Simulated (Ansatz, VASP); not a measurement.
**One calculation of Si, two programs**

```
Si
1.0
     0.00000    2.71692    2.71692
     2.71692    0.00000    2.71692
     2.71692    2.71692    0.00000
Si
2
Direct
  0.25000 0.25000 0.25000
  0.00000 0.00000 0.00000
```

Alike in both runs: task relaxation of cell and atoms; functional PBEsol; k mesh 10 × 10 × 10; occupations gaussian, width 0.02 eV; no spin polarisation.

|  | VASP | Ansatz |
| --- | --- | --- |
| version | VASP 6.6.1 | Ansatz 0.2.0 |
| potentials or method | VASP PAW PBE potentials, release 64 (Si) | scalar-relativistic, plane waves, PAW |
| plane-wave cutoff (eV) | 600 | 420 |
| valence electrons in the cell | 8 | 8 |

|  | VASP | Ansatz | Ansatz less VASP |
| --- | --- | --- | --- |
| gap on the k mesh at the Fermi level, each at its own relaxed structure (eV) | 0.47 | 0.47 | +0.003 |
| relaxed volume (Å³/atom) | 20.08 | 20.06 | -0.022 |
| relaxed cell length with the largest relative difference (Å) | 3.844 | 3.842 | -0.0014 |

Caveats: the PAW data sets were made with another functional, which shifts forces and pressure a little (VASP).
